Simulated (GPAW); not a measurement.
# CaO in GPAW: the effect of potentials

CaO:

```
Ca O
1.0
     0.00000    2.40356    2.40356
     2.40356    0.00000    2.40356
     2.40356    2.40356    0.00000
Ca O
1 1
Direct
  0.00000 0.00000 0.00000
  0.50000 0.50000 0.50000
```

The cell is a database's computed one.

Alike in all runs:

- Program: GPAW 26.7.0
- Task: band structure
- Functional: LDA
- Cutoff: 800 eV
- Basis: pw
- k mesh: 10 × 10 × 10
- Occupations: fermi-dirac, width 0.05 eV
- Spin: no spin polarisation

**Question.** One run gave: gap on the mesh 3.48 eV; pressure -7.4 GPa. Which potentials did it use?
A. GPAW stock
B. PAW data sets made by gpaw-setup for the functional
C. JTH PAW 2.0

**Answer.** C.

```tsv
potentials	gap on the mesh (eV)	pressure (GPa)
GPAW stock	3.52	-6.3
PAW data sets made by gpaw-setup for the functional	3.52	-6.3
JTH PAW 2.0	3.48	-7.4
```

Caveats: the program truncates these outside data sets (some runs).

